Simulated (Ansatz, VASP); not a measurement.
Two plane-wave programs on GaAs

File POSCAR:

```
GaAs
1.0
    0.0000000000      2.8330850955      2.7480925426
    2.8330850955      0.0000000000      2.7480925426
    2.8330850955      2.8330850955      0.0000000000
Ga As
1 1
Direct
    0.0000000000      0.0000000000      0.0000000000
    0.2500000000      0.2500000000      0.2500000000
```

File INCAR.step1:

```
SYSTEM = GaAs
  PREC = Accurate
  ENCUT = 520
  ISMEAR = 0
  SIGMA = 0.01
  LREAL = .False.
  LASPH = .True.
  NELM = 80
  NBANDS = 16
  GGA = PE
  ALGO = Normal
  EDIFF = 1E-4
  LWAVE = .True.
  LCHARG = .False.
```

File INCAR.step2:

```
SYSTEM = GaAs
  PREC = Accurate
  ENCUT = 520
  EDIFF = 1E-6
  ISMEAR = 0
  SIGMA = 0.01
  LREAL = .False.
  LASPH = .True.
  NELM = 80
  ALGO = Normal
  ISIF = 2
  LWAVE = .False.
  LCHARG = .True.
  METAGGA = R2SCAN
  LMIXTAU = .True.
  LELF = .True.
  LVHAR = .True.
  NBANDS = 16
  ISTART = 1
```

Contents of KPOINTS:

```
regular mesh
0
Gamma
  8 8 8
  0 0 0
```

Input for Ansatz:

```yaml
crystal:
  lattice:
    - [0.0, 2.8330850955, 2.7480925426]
    - [2.8330850955, 0.0, 2.7480925426]
    - [2.8330850955, 2.8330850955, 0.0]
  atoms:
    - { symbol: Ga, position: [0.0, 0.0, 0.0] }
    - { symbol: As, position: [0.25, 0.25, 0.25] }
kpoints:
  mp_grid: { grid: [8, 8, 8] }
  band_path:
    path:
      - [0.0, 0.0, 0.0]
      - [-0.5, -0.5, 0.0]
      - [-0.375, -0.375, 0.25]
      - [-0.375, 0.0, 0.375]
      - [0.0, 0.0, 0.5]
      - [-0.5, -0.25, 0.25]
    npoints: 1
hamiltonian:
  xc: r2scan
scf:
  occupations: { method: fixed }
  n_extra_bands: 4
output:
  forces: true
  stress: true
  eigenvalues: true
```

Change from the starting cell: uniaxial_z strain -3.0%.

Alike in both runs: task single point; functional r2SCAN; k mesh 8 × 8 × 8; no spin polarisation.

|  | VASP | Ansatz |
| --- | --- | --- |
| version | VASP 6.6.1 | Ansatz 0.2.0 |
| potentials or method | VASP PAW PBE potentials, release 64 (Ga_d, As) | plane waves, PAW |
| plane-wave cutoff (eV) | 520 | 500 |
| occupations | gaussian, width 0.01 eV | fixed |
| valence electrons in the cell | 18 | 28 |

```csv
,VASP,Ansatz,Ansatz less VASP
gap on the k mesh at the Fermi level (eV),1.07,1.09,+0.020
pressure (GPa),2.5,2.4,-0.13
largest component of the traceless stress (GPa),1.32,1.30,-0.016
```

The two sets of potentials don't hold the same shells in valence.

Caveats: the PAW data sets were made with another functional, which shifts forces and pressure a little (VASP). A k mesh can miss the band edges.
